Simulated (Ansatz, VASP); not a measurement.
# ZrH3 in VASP and in Ansatz

Contents of INCAR:

```
PREC = Accurate ; ENCUT = 520
EDIFF = 1E-7 ; ISMEAR = 0
SIGMA = 0.05 ; LREAL = False
LASPH = True ; NELM = 80
ALGO = Normal ; ISIF = 2
LWAVE = False ; LCHARG = False
GGA = PS ; NBANDS = 16
```

File KPOINTS:

```
regular mesh
0
Gamma
  12 12 12
```

POSCAR

```
ZrH3
1.0
    3.1260380000      0.0000000000      0.0000000000
    0.0000000000      3.1260380000      0.0000000000
    0.0000000000      0.0000000000      3.1260380000
Zr H
1 3
Direct
    0.0000000000      0.0000000000      0.0000000000
    0.0000000000      0.5000000000      0.5000000000
    0.5000000000      0.0000000000      0.5000000000
    0.5000000000      0.5000000000      0.0000000000
```

Input for Ansatz:

```yaml
crystal:
  lattice:
    - [3.126038, 0.0, 0.0]
    - [0.0, 3.126038, 0.0]
    - [0.0, 0.0, 3.126038]
  atoms:
    - { symbol: Zr, position: [0.0, 0.0, 0.0] }
    - { symbol: H, position: [0.0, 0.5, 0.5] }
    - { symbol: H, position: [0.5, 0.0, 0.5] }
    - { symbol: H, position: [0.5, 0.5, 0.0] }
basis:
  ecutwfc: 420
  fft_grid_basis: typed
kpoints:
  mp_grid: { grid: [12, 12, 12] }
hamiltonian:
  xc: pbesol
  pseudopotentials: { kind: paw }
scf:
  occupations: { method: gaussian, width: 0.05 }
output:
  forces: true
  stress: true
  eigenvalues: true
  bader: true
  write_density: true
  volumetric_format: npy
  elf: true
```

The cell comes from a database or a generator and needn't be the stable form of this composition.

Alike in both runs: task single point; functional PBEsol; k mesh 12 × 12 × 12; occupations gaussian, width 0.05 eV; no spin polarisation.

```csv
,VASP,Ansatz
version,VASP 6.6.1,Ansatz 0.2.0
potentials or method,"VASP PAW PBE potentials, release 64 (Zr_sv, H)","scalar-relativistic, plane waves, PAW"
plane-wave cutoff (eV),520,420
valence electrons in the cell,15,15
```

|  | VASP | Ansatz | Ansatz less VASP |
| --- | --- | --- | --- |
| gap on the k mesh at the Fermi level (eV) | none | none | - |
| pressure (GPa) | -4.6 | -4.6 | +0.02 |

A gap of «none» marks a metal or a gap that the smearing closes.

Caveats: the PAW data sets were made with another functional, which shifts forces and pressure a little (VASP).
